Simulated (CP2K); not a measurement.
Runs of CP2K 2026.2 on MgS. Symmetry: F-43m, No. 216, cubic system. Conventional cell: a = 5.666 Å, b = 5.666 Å, c = 5.666 Å, α = 90.00°, β = 90.00°, γ = 90.00°. S (site symmetry -43m) is surrounded by 4 Mg at 2.45 Å. Around Mg (site symmetry -43m) lie 4 S at 2.45 Å. The cell comes from a database or a generator and needn't be the stable form of this composition.

```csv
task,level,potentials or basis,smearing,EPS_DEFAULT,NGRIDS,points a segment of the path (NPOINTS),bands added on the path,gap on the mesh (eV),pressure (GPa),V0 of scaled cells (Å³/atom),B0 (GPa)
equation of state,LDA,"GTH_POTENTIALS S GTH-PADE-q6, Mg GTH-PADE-q10; TZVP-MOLOPT-PBE-GTH basis",fermi-dirac 0.01 eV,1.0E-10,4,-,-,-,-,22.41,58
band structure,r2SCAN,"POTENTIAL_UZH S GTH-SCAN-q6, Mg GTH-SCAN-q10; TZVP-MOLOPT-SCAN-GTH basis",fermi-dirac 0.0259 eV,1.0E-10,4,6,4,4.00,(c),-,-
equation of state,LDA,"GTH_POTENTIALS S GTH-PADE-q6, Mg GTH-PADE-q10; TZVP-MOLOPT-PBE-GTH basis",fermi-dirac 0.05 eV,1.0E-10,5,-,-,-,-,22.41,58
equation of state,LDA,"GTH_POTENTIALS S GTH-PADE-q6, Mg GTH-PADE-q10; TZVP-MOLOPT-PBE-GTH basis",fermi-dirac 0.01 eV,1.0E-9,4,-,-,-,-,22.41,58
band structure,LDA,"GTH_POTENTIALS S GTH-PADE-q6, Mg GTH-PADE-q10; TZVP-MOLOPT-PBE-GTH basis",fermi-dirac 0.01 eV,1.0E-9,5,10,4,3.03,-0.8,-,-
band structure,SCAN,"POTENTIAL_UZH S GTH-SCAN-q6, Mg GTH-SCAN-q10; TZVP-MOLOPT-SCAN-GTH basis",fermi-dirac 0.05 eV,1.0E-10,4,10,6,(b),0.5,-,-
band structure,TASK,"POTENTIAL_UZH S GTH-SCAN-q6, Mg GTH-SCAN-q10; TZVP-MOLOPT-SCAN-GTH basis",fermi-dirac 0.05 eV,1.0E-9,4,8,6,(a),7.2,-,-
```

Alike in all rows: no spin polarisation; cell as given; k mesh 8 × 8 × 8.

**Question.** Fill in the values left out.

**Answer.** (a) 5.52; (b) 3.97; (c) 0.9.

Caveats: the basis of atomic orbitals isn't converged, which shifts pressures, moduli and gaps; the potentials were made for another functional, which shifts forces and pressure (some runs).

A k mesh can miss the band edges.

Not every run made on this cell is shown here.
